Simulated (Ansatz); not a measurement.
# Force difference against the spacing of support functions in Cu3Au-type ZrHg3, size series (32 atoms)

The cell holds 32 atoms: 8 Zr and 24 Hg. Cell: a = 8.730 Å, b = 8.730 Å, c = 8.730 Å, α = 90.0°, β = 90.0°, γ = 90.0°. It derives from ZrHg3 (Cu3Au-type), repeated 2×2×2. Cu3Au-type ZrHg3 (cell 4.365, 4.365, 4.365, 90, 90, 90), 2 x 2 x 2 conventional cells; every coordinate displaced by a Gaussian of 0.03 Å.

Calculated with Ansatz 0.2.0: Kohn-Sham DFT, PBE, PAW (set soft_2), localised support functions (medium), with the spacing typed; the reference is Kohn-Sham DFT, PBE, PAW (set soft_2), plane waves, cutoff 750 eV, k-mesh 2×2×2, methfessel-paxton smearing of 0.15 eV, with an r.m.s. force component of 0.136 eV/Å.

```
spacing (Å)  r.m.s. force difference (meV/Å)     time
      0.183                            0.531    2 min
      0.206                                ?        ?
      0.263                            2.845  1.9 min
      0.297                            3.452     70 s
```

Task: Fit a power law of the spacing to the rows given and interpolate to the withheld row.

**Working.**

A power law y = A x^b is a line in u = ln x and v = ln y.

```
u = ln x   v = ln y
-1.69827  -0.632993
-1.33560    1.04556
-1.21402    1.23895
```

With n = 3: mean u = -1.41596, mean v = 0.550508, Σ(u − ū)² = 0.12693, Σ(u − ū)(v − v̄) = 0.51292. Slope b = 0.51292 / 0.12693 = 4.0408; intercept a = v̄ − b ū = 6.2721.

At the withheld row u = -1.580, v = a + b u = -0.1118, and y = exp(v).

Prediction at 0.206: 0.8942 meV/Å. The run gave 0.658 meV/Å, so the fit is high by 0.24 meV/Å (36 % of the value).

The fitted exponent is 4.0. Between neighbouring rows, the withheld one included, the exponents are 1.8, 6.0 and 1.6, so one power law doesn't hold over the range. Among the rows given, the largest relative miss of the fit is at 0.263, by 0.45 meV/Å (16 %).

Limits: The difference holds the reference's own basis error, which sets a floor under it.

[Logs are printed without paths, hosts, clocks, repeated set-up lines and the standing remarks that a program may print on its own settings, such as how far it seeks lower states.]

[Hosts, paths, dates, database ids (printed as entryN), source tags and the programs' standing remarks are cut or masked in the printed files.]
